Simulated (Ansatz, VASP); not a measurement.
# Two plane-wave programs on H2

```xyz
2
Lattice="9.0000 0.0000 0.0000 0.0000 9.8000 0.0000 0.0000 0.0000 9.8000" Properties=species:S:1:pos:R:3 pbc="T T T"
H     4.5000    4.5930    4.6843
H     4.5000    5.2070    5.1157
```

Alike in both runs: functional PBE; dispersion D3(BJ); k mesh 1 × 1 × 1; occupations gaussian, width 0.01 eV; no spin polarisation.

Ansatz relaxed the structure, and its values are those at the end. VASP's run is a single point on that final structure, the one shown.

|  | VASP | Ansatz |
| --- | --- | --- |
| version | VASP 6.6.1 | Ansatz 0.2.0 |
| potentials or method | VASP PAW PBE potentials, release 64 (H) | scalar-relativistic, plane waves, PAW |
| plane-wave cutoff (eV) | 520 | 420 |
| valence electrons in the cell | 2 | 2 |

```tsv
	VASP	Ansatz	Ansatz less VASP
gap on the k mesh at the Fermi level (eV)	10.11	10.11	-0.003
least direct gap on the mesh (eV)	10.11	10.11	-0.003
rms of the force components (eV/Å)	0.007	0.001	-0.0069
```

A hybrid or GW would open this gap; PBE tends to underestimate it.
